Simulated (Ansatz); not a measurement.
P:

```
CELL_PARAMETERS angstrom
2.42469 0.00000 0.00000
0.00000 2.43854 0.00000
-0.02031 0.00000 4.85243
ATOMIC_POSITIONS crystal
P 0.00000 0.00000 0.74943
P 0.00000 0.00000 0.25057
```

This isn't the form of P at room conditions, which is orthorhombic.

Base run:

- Program: Ansatz 0.2.0
- Functional: LDA
- Potentials or basis: all-electron LAPW, scalar-relativistic
- Cutoff: 191 eV (chosen from the basis error)
- Basis error allowed: 0.001 eV/atom
- k mesh: 11 × 11 × 6
- Occupations: gaussian, width 0.05 eV
- Spin: no spin polarisation

Its results: band gap on the k mesh none (metal or under the smearing width); pressure -2.8 GPa; largest force 0.011 eV/Å.

**Question.** The run is repeated on the same cell with these changes: functional from LDA to PBE; occupations from gaussian, width 0.05 eV to gaussian, width 0.1 eV. What comes out?

**Answer.** Band gap on the k mesh none (metal or under the smearing width); pressure 2.2 GPa; largest force 0.005 eV/Å.
